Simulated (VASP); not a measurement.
Runs of VASP 6.6.1 on Br. The structure is orthorhombic, space group Cmce (No. 64). The conventional cell has a = 6.726 Å, b = 4.645 Å, c = 8.702 Å, α = 90.00°, β = 90.00°, γ = 90.00°. Br (site symmetry m) is surrounded by 1 Br at 2.29 Å. 

```tsv
task	level	potentials or basis	cell	k mesh	cutoff (eV)	smearing	ladder	GW scheme	GW iterations	cutoff of the response function	frequency points	gap on the mesh (eV)	pressure (GPa)	relaxed volume (Å³/atom)	largest force (eV/Å)
band structure	PBEsol	VASP PAW PBE potentials, release 64 (Br)	as given	8 × 8 × 4	520	gaussian 0.02 eV	gaps	-	-	-	-	1.81	0.2	-	0.75
band structure	PBE	VASP PAW PBE potentials, release 64 (Br)	as given	8 × 8 × 4	520	gaussian 0.02 eV	gaps	-	-	-	-	1.87	1.9	-	0.88
relaxation of cell and atoms	PBEsol	VASP PAW PBE potentials, release 64 (Br)	relaxed	6 × 6 × 4	600	gaussian 0.02 eV	gaps	-	-	-	-	(a)	0.0	(c)	0.01
relaxation of cell and atoms	PBE+D3(BJ)	VASP PAW PBE potentials, release 64 (Br)	relaxed	6 × 6 × 4	600	gaussian 0.02 eV	gaps	-	-	-	-	1.33	0.0	31.10	0.01
relaxation of cell and atoms	LDA	VASP PAW LDA potentials, release 64 (Br)	relaxed	6 × 6 × 4	600	gaussian 0.02 eV	gaps	-	-	-	-	1.09	0.1	(d)	0.01
single point	PBEsol	VASP PAW PBE potentials, release 64 (Br)	as given	7 × 7 × 3	520	fermi-dirac 0.05 eV	free	-	-	-	-	1.84	0.2	-	0.75
band structure	LDA	VASP PAW LDA potentials, release 64 (Br)	as given	8 × 8 × 4	520	gaussian 0.02 eV	gaps	-	-	-	-	1.73	-1.2	-	0.73
band structure	r2SCAN	VASP PAW PBE potentials, release 64 (Br)	as given	8 × 8 × 4	520	gaussian 0.02 eV	gaps	-	-	-	-	2.16	(b)	-	0.58
```

Alike in all rows: no spin polarisation.

Task: Estimate the missing entries.

Result: (a) 1.24; (b) 0.7; (c) 30.79; (d) 27.38.

Caveats: the PAW data sets were made with another functional, which shifts forces and pressure a little (some runs); the volume moved by over 15 % at a fixed basis, so the end points are rough (some runs); the volume moved by -19 % from the deposited cell, more than functionals usually miss (some runs); an odd mesh through Γ misses points on the zone boundary, where band edges often lie (some runs).

A k mesh can miss the band edges, and the runs leave out spin-orbit coupling on Br.

Not every run made on this cell is shown here.
